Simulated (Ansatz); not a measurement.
## Os: stiffness from a series of strains

```xyz
1
Lattice="0.0000 1.9450 1.9450 1.9450 0.0000 1.9450 1.9450 1.9450 0.0000" Properties=species:S:1:pos:R:3 pbc="T T T"
Os    0.0000    0.0000    0.0000
```

The conventional cell has a = 3.890 Å, b = 3.890 Å, c = 3.890 Å, α = 90.00°, β = 90.00°, γ = 90.00°. Os (atom 1) is surrounded by 12 Os at 2.75 Å.

The cell comes from COD entry 1534943, which wasn't checked; take it as a given geometry.

No spin–orbit coupling, which matters for the heavy atoms here.

Level of theory: Ansatz 0.2.0, DFT, PBE, all-electron LAPW, scalar-relativistic.

Numerical set-up: a Γ-centred 14×14×14 k mesh, Fermi–Dirac smearing of 0.05 eV, basis error target 0.5 meV/atom, no spin polarisation.

The strain is applied along the Cartesian axes of the cell as listed (the other components stay zero). Fractional coordinates are held (clamped ions).

σ is the change of stress from the unstrained cell, which is at -9.40 GPa; tension is positive, so slopes are stress–strain coefficients at that pressure. In a metal the k mesh adds noise.

Only quantities that a quadratic follows smoothly over the whole series are listed; rougher ones are left out.

```
    εzz  σzz (GPa)  σxx (GPa)
-0.0300     -17.61      -8.31
-0.0200     -11.24      -5.41
-0.0100      -5.36      -2.65
 0.0000       0.00       0.00
 0.0100       5.01       2.48
 0.0300      14.59       6.66
```

Question: Fit the series and read off the stiffness at zero strain.

Answer: Least-squares fits y = p0 + p1 x + p2 x² to the rows give σzz (GPa): p1 = 534, p2 = -1700; σxx (GPa): p1 = 251, p2 = -920. So C11 = 534 GPa and C12 = 251 GPa, which gives B = (C11 + 2 C12)/3 = 345 GPa.

Question: One run, at εzz = 0.0200, is withheld. Predict its row.

Answer: The fits give 10.02, 4.64; the run gave 9.87, 4.70.
